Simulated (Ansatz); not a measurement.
The system is Sb.

```
Sb
1.0
    -1.87134    1.87134    1.87134
     1.87134   -1.87134    1.87134
     1.87134    1.87134   -1.87134
Sb
1
Direct
  0.00000 0.00000 0.00000
```

This isn't the form of Sb at room conditions, which is rhombohedral.

Base run:

| Property | Result |
| --- | --- |
| Program | Ansatz 0.2.0 |
| Functional | LDA |
| Potentials or basis | all-electron LAPW, scalar-relativistic |
| Cutoff | 172 eV (chosen from the basis error) |
| Basis error allowed | 0.001 eV/atom |
| k mesh | 10 × 10 × 10 |
| Occupations | gaussian, width 0.1 eV |
| Spin | no spin polarisation |

Its results: band gap on the k mesh none (metal or under the smearing width); pressure -1.2 GPa.

The run is repeated on the same cell with these changes: functional from LDA to PBE. What comes out?

Band gap on the k mesh none (metal or under the smearing width); pressure 3.2 GPa.

PBE binds less tightly than LDA, so the same cell stands under more pressure.
